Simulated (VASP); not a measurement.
Ge:

```
CELL_PARAMETERS angstrom
0.00000 2.82891 2.82891
2.82891 0.00000 2.82891
2.82891 2.82891 0.00000
ATOMIC_POSITIONS crystal
Ge 0.75000 0.75000 0.75000
Ge 0.50000 0.50000 0.50000
```

| Quantity | Value |
| --- | --- |
| Program | VASP 6.6.1 |
| Task | relaxation of cell and atoms |
| Functional | RPBE |
| Potentials or basis | VASP PAW PBE potentials, release 64 (Ge_d) |
| Cutoff | 600 eV |
| k mesh | 6 × 6 × 6 |
| Occupations | tetrahedron |
| Spin | spin-orbit coupling, no magnetisation |

At the start: pressure 5.2 GPa; volume 22.64 Å³/atom.

Question: How do energy, volume and symmetry change on relaxing?

Answer: Over 4 steps the energy falls by 30.9 meV/atom and the volume is 24.59 Å³/atom (+8.6 %); space group Fd-3m (No. 227, to 0.05 Å).

Step by step:
```csv
step,energy change (eV),largest force (eV/Å),pressure (GPa),volume (Å³)
1,0.0000,0.0000,5.25,45.28
2,-0.0588,0.0000,-1.18,50.31
3,-0.0618,0.0000,-0.08,49.26
4,-0.0619,0.0000,0.01,49.17
```

Final structure:
```cif
data_structure
_symmetry_space_group_name_H-M 'P 1'
_symmetry_Int_Tables_number 1
_cell_length_a 4.1123
_cell_length_b 4.1123
_cell_length_c 4.1123
_cell_angle_alpha 60.000
_cell_angle_beta 60.000
_cell_angle_gamma 60.000
_cell_volume 49.17
loop_
_atom_site_label
_atom_site_type_symbol
_atom_site_fract_x
_atom_site_fract_y
_atom_site_fract_z
_atom_site_occupancy
Ge1 Ge 0.75000 0.75000 0.75000 1
Ge2 Ge 0.50000 0.50000 0.50000 1
```

The cell as given is a measured one (22.64 Å³/atom); RPBE puts the equilibrium volume +8.6 % from it, thermal expansion not counted.

Caveat: the PAW data sets were made with another functional, which shifts forces and pressure a little.
